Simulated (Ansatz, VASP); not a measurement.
# Two plane-wave programs on BN

```
B N
1.0
     2.55394    0.00000    0.00000
    -1.27697    2.21178    0.00000
     0.00000    0.00000    4.56500
B N
2 2
Direct
  0.66667 0.33333 0.99972
  0.33333 0.66667 0.49972
  0.66667 0.33333 0.62528
  0.33333 0.66667 0.12528
```

Change from the starting cell: strain +0.000 along x and y, +0.080 along z, atoms carried along.

Alike in both runs: task single point; functional LDA; k mesh 12 × 12 × 6; occupations gaussian, width 0.05 eV; no spin polarisation.

|  | VASP | Ansatz |
| --- | --- | --- |
| version | VASP 6.6.1 | Ansatz 0.2.0 |
| potentials or method | VASP PAW LDA potentials, release 64 (B, N) | scalar-relativistic, plane waves, PAW |
| plane-wave cutoff (eV) | 520 | 420 |
| valence electrons in the cell | 16 | 16 |

|  | VASP | Ansatz | Ansatz less VASP |
| --- | --- | --- | --- |
| gap on the k mesh at the Fermi level (eV) | 4.81 | 4.83 | +0.020 |
| least direct gap on the mesh (eV) | 5.57 | 5.58 | +0.003 |
| pressure (GPa) | -34.2 | -34.8 | -0.61 |
| largest component of the traceless stress (GPa) | 37.99 | 37.81 | -0.186 |
| rms of the force components (eV/Å) | 0.333 | 0.343 | +0.0099 |

Atom by atom the forces differ by 0.010 eV/Å (rms over components).

Caveats: the cell as given lies far from equilibrium; so large a pressure means that the cell lies far from this level's equilibrium, or that cutoff or potentials fall short (VASP). A k mesh can miss the band edges.
